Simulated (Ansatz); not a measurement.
A series in volume scale on C

Results calculated with Ansatz 0.2.0, not measured. Free energy against uniform scaling of the volume at fixed shape and fractions; periodic cell, basis, potentials, k mesh and filling as listed.

The cell before it is scaled or strained (space group C2/m, No. 12):
```
cell vectors (Å)
   2.1273    -1.2283     0.0000
   2.1273     1.2283     0.0000
  -1.3791     0.0000     3.5028
atoms (fractions of the cell vectors)
C   0.83336  0.83336  0.00009
C   0.16664  0.16664  0.99991
```

Settings of every row: functional LDA; dispersion none; potentials PAW; wave cutoff 550 eV; density cutoff 2200 eV; k mesh 14x14x8; k shift 0x0x0; occupations cold; smearing width 0.1 eV; spin none.

Limits: a layered crystal: even scaling strains the bonds within the layers, so this curve is stiffer than the crystal under pressure; the cell comes from a prototype or a list of computed structures and needn't be the stable phase.

| row | volume scale | V (Å³/atom) | energy above lowest point (meV/atom) | pressure (GPa) |
| --- | --- | --- | --- | --- |
| 1 | 0.92 | 8.42 | 36.7 | 21.47 |
| 2 | 0.9467 | 8.665 | ? | ? |
| 3 | 0.9733 | 8.908 | 0 | 3.39 |
| 4 | 1 | 9.153 | 0.7 | -4.11 |
| 5 | 1.0267 | 9.397 | 12.1 | -10.74 |
| 6 | 1.0533 | 9.641 | 33 | -16.61 |
| 7 | 1.08 | 9.885 | 62.3 | -21.8 |

Question: what energy above lowest point and pressure should row 2 give?

Worked fit of energy above lowest point. Take u = (V_r/V)^(2/3) − 1 with V_r = 9.275 Å³ an atom, which is twice the finite (Eulerian) strain; such expansions in the strain, on which the Birch-Murnaghan equation of state is built, carry the rest volume and the bulk modulus. The shown rows have u = 0.0666, 0.02728, 0.00887, -0.00867, -0.02547, -0.04157. Least squares give energy above lowest point = 5.14 − 654 × u + 17187 × u² − 3771 × u³ meV/atom; a parabola predicts inner rows, each left out in turn, worse (root mean square 0.18 against 0.024 meV/atom). All shown rows lie on it to the printed digit. Its lowest point lies at u = 0.0191, or V = 9.015 Å³ an atom, and the curvature there gives the bulk modulus at fixed shape and fractions, B = (4/9)(1 + u)² E″(u)/V = 278 GPa. Letting shape and atoms relax would as a rule lower it, by much in layered, chain or molecular crystals. The withheld row has u = 0.0464, so the fit gives 5.14 − 654 × (0.0464) + 17187 × (0.0464)² − 3771 × (0.0464)³ = 11.4 meV/atom.

The calculation gave 11.5 meV/atom. The fit lies 0.1 meV/atom (0.16 % of the column's range) below it, one unit of the last digit.

Worked fit of pressure. Take u = (V_r/V)^(2/3) − 1 with V_r = 9.275 Å³ an atom, which is twice the finite (Eulerian) strain; such expansions in the strain, on which the Birch-Murnaghan equation of state is built, carry the rest volume and the bulk modulus. The shown rows have u = 0.0666, 0.02728, 0.00887, -0.00867, -0.02547, -0.04157. Least squares give pressure = −7.531 + 377.28 × u + 838.8 × u² + 519 × u³ GPa; a parabola predicts inner rows, each left out in turn, worse (root mean square 0.027 against 0.014 GPa). The rows lie off it by 0.00, -0.01, 0.01, 0.00, -0.01, 0.00. The pressure vanishes at u = 0.0191, or V = 9.015 Å³ an atom, and there the bulk modulus at fixed shape and fractions is B = −V dP/dV = (2/3)(1 + u) dP/du = 279 GPa. Letting shape and atoms relax would as a rule lower it, by much in layered, chain or molecular crystals. The withheld row has u = 0.0464, so the fit gives −7.531 + 377.28 × (0.0464) + 838.8 × (0.0464)² + 519 × (0.0464)³ = 11.83 GPa.

The calculation gave 11.87 GPa. The fit lies 0.04 GPa (0.092 % of the column's range) below it; its largest miss of a shown row is 0.01 GPa.
